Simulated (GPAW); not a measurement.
Write an ASE script for GPAW 26.7.0 that does the following.

- Task: single point
- Functional: PBE
- Potentials or basis: GPAW PAW data sets (gpaw-data 1.2.1)
- Cutoff: 600 eV
- Basis: pw
- k mesh: 8 × 8 × 8
- Occupations: fermi-dirac, width 0.05 eV
- Spin: no spin polarisation
- Maxiter: 80

The system is AlN.

```
Al N
1.0
     0.00000    2.18399    2.18399
     2.18399    0.00000    2.18399
     2.18399    2.18399    0.00000
Al N
1 1
Cartesian
  0.0000 0.0000 0.0000
  3.2760 3.2760 3.2760
```

Measurements of this composition are mostly on another form, of space group No. 186.

These files were run (other wordings do the same):

run.py

```python
from ase.dft.bandgap import bandgap
from ase.io import write
from ase.spacegroup import crystal
from ase.units import GPa
from gpaw import GPAW, PW

# Al 4a
# N 4d
atoms = crystal(['Al', 'N'],
                basis=[[0.0, 0.0, 0.0],
                       [0.25, 0.25, 0.75]],
                spacegroup=216, setting=1,  # F-43m
                cellpar=[4.36798712, 4.36798712, 4.36798712, 90.0, 90.0, 90.0],
                primitive_cell=True)

calc = GPAW(mode=PW(600),
            xc='PBE',
            kpts={'size': (8, 8, 8), 'gamma': True},
            occupations={'name': 'fermi-dirac', 'width': 0.05},
            nbands=11,
            convergence={'density': 1e-05, 'energy': 1e-05},
            maxiter=80,
            txt='gpaw.txt')
atoms.calc = calc
energy = atoms.get_potential_energy()
forces = atoms.get_forces()
stress = atoms.get_stress()
calc.write('gs.gpw')
write('result.traj', atoms)
print(f'Energy: {energy:.6f} eV')
print('Forces (eV/A):')
print(forces.round(4))
print('Stress (GPa):', (stress / GPa).round(3))
print('Fermi level:', round(calc.get_fermi_level(), 4), 'eV')
print(f'Gap: {bandgap(calc)[0]:.4f} eV, direct: {bandgap(calc, direct=True)[0]:.4f} eV')
```

Potentials or basis: GPAW PAW data sets (gpaw-data 1.2.1), pw.

The run is started by

```bash
$ OMP_NUM_THREADS=1 python run.py
```

Results of the run:

```
Pressure               : -0.5 GPa
Band gap on the k mesh : 3.31 eV, indirect (least direct gap 4.18 eV)
```

Caveat: the cutoff is short for stress and forces, so pressures can be off by a GPa or more.

It took 5.4 s on 1 thread of Arm Neoverse V2 (shared host), peak memory 0.13 GiB.
